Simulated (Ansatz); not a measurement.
Here is an Ansatz 0.2.0 calculation.

input.yaml

```yaml
crystal:
  lattice:
    - [-1.60842, 1.60842, 1.87318]
    - [1.60842, -1.60842, 1.87318]
    - [1.60842, 1.60842, -1.87318]
  atoms:
    - { symbol: Ge, position: [0.5, 0.5, 0.0] }
hamiltonian:
  xc: pbe
  pseudopotentials: { kind: paw }
kpoints:
  mp_grid: { grid: [12, 12, 12] }
scf:
  occupations: { method: gaussian, width: 0.018 }
output:
  forces: true
  stress: true
  eigenvalues: true
```

Potentials or basis: Ansatz PAW.

The run is started by

```bash
$ ansatz run input.yaml --threads 2 --pin off --max-ram 5632MiB --backend cpu --events-out ev --progress --plain --runs-dir out
```

**Question.** Predict the pressure.

**Answer.** 0.8 GPa.

**Question.** Predict the band gap on the k mesh.

**Answer.** None (metal or under the smearing width).

Stress tensor (GPa, compression positive):
```
0.53 0.00 0.00
0.00 0.53 0.00
0.00 0.00 1.49
```
